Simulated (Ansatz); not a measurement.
The elements of this relaxed trial crystal are hidden behind letters.

```
lattice vectors (Å)
   2.7853    0.0000    0.0000
  -1.3927    2.4122    0.0000
   0.0000    0.0000    3.5382
fractional positions
X 0.0000 0.0000 0.0000
Z 0.0000 0.0000 0.5000
```

Theory: Ansatz, DFT PBE, scalar-relativistic, plane waves, PAW. Plane waves to 420 eV, an 18×18×14 mesh through Γ for the 2-atom cell and 0.10 eV Gaussian smearing; no spin polarisation.

- Space group: P6/mmm (No. 191)
- Conventional cell: a = 2.785 Å, c = 3.538 Å
- Volume per atom: 11.89 Å³
- Density: 4.94 g/cm³
- Formation energy: +0.21 eV/atom
- Gap on the 18×18×14 mesh of the 2-atom cell: 0 eV (a metal)

Energies are uncorrected and count from the elements' standard states at the same level.

Q: X is a p-block element of period 4 and Z is an s-block element of period 1. Which elements are they?

A: X = Ga, Z = H, so the formula is GaH. Density times volume gives a mean mass of 4.94 × 11.89/1.6605 = 35.4 u per atom, and this set has 35.4 u. Among the elements that the hints allow, noble gases aside, only these give it. Ga has 2 H at 1.77 Å; around H lie 2 Ga at 1.77 Å.

A later test with randomly moved atoms came back to the same energy, though modes that don't fit the test's cell weren't probed.
